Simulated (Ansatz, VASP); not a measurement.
# Two plane-wave programs on Fe

INCAR

```
PREC     = Accurate       # precision mode
ENCUT    = 520            # plane-wave cutoff, eV
EDIFF    = 1E-6           # SCF threshold, eV
ISMEAR   = 0              # smearing method
SIGMA    = 0.2            # smearing width, eV
LREAL    = False          # projectors in reciprocal space
LASPH    = True           # aspherical terms in the spheres
NELM     = 150            # most SCF steps
ALGO     = Normal         # electronic algorithm
ISIF     = 2              # what is computed and relaxed
LWAVE    = False          # write WAVECAR
LCHARG   = False          # write CHGCAR
ISPIN    = 2              # spin polarisation
MAGMOM   = 1.988          # initial moments
LORBIT   = 11             # projections on sites
LMAXMIX  = 4              # l up to which the mixer works
GGA      = CA             # functional
NBANDS   = 14             # bands
```

File KPOINTS:

```
regular mesh
0
Gamma
  16 16 16
```

The input POSCAR:

```
Fe
1.0
   -1.3745984210      1.3745984210      1.3745984210
    1.3745984210     -1.3745984210      1.3745984210
    1.3745984210      1.3745984210     -1.3745984210
Fe
1
Direct
    0.0000000000      0.0000000000      0.0000000000
```

Input for Ansatz:

```yaml
crystal:
  lattice:
    - [-1.374598421, 1.374598421, 1.374598421]
    - [1.374598421, -1.374598421, 1.374598421]
    - [1.374598421, 1.374598421, -1.374598421]
  atoms:
    - { symbol: Fe, position: [0.0, 0.0, 0.0], spin: 1.988 }
hamiltonian:
  xc: lda
  pseudopotentials:
    kind: paw
    azcp:
      Fe: "pseudopotentials/Fe.paw.azcp"
basis:
  ecutwfc: 420
  fft_grid_basis: typed
kpoints:
  mp_grid: { grid: [16, 16, 16], shift: [0, 0, 0] }
magnetization:
  spin_polarized: true
scf:
  occupations: { method: gaussian, width: 0.2 }
  lower_state_search: "off"
output:
  stress: true
```

Alike in both runs: task single point; functional LDA; k mesh 16 × 16 × 16; occupations gaussian, width 0.2 eV; collinear spin.

|  | VASP | Ansatz |
| --- | --- | --- |
| version | VASP 6.6.1 | Ansatz 0.2.0 |
| potentials or method | VASP PAW LDA potentials, release 64 (Fe) | plane waves (420 eV) with PAW, scalar-relativistic |
| plane-wave cutoff (eV) | 520 | 420 |
| valence electrons in the cell | 8 | 16 |

```csv
,VASP,Ansatz,Ansatz less VASP
pressure (GPa),-0.7,0.2,+0.93
net moment per atom (μB),1.94,1.98,+0.034
size of the moment on the site where the two differ most (μB),1.91,1.98,+0.067
```

Site moments also hang on the region over which each program counts them. The two sets of potentials don't hold the same shells in valence. Ansatz warned: «pseudo_functional_mismatch».
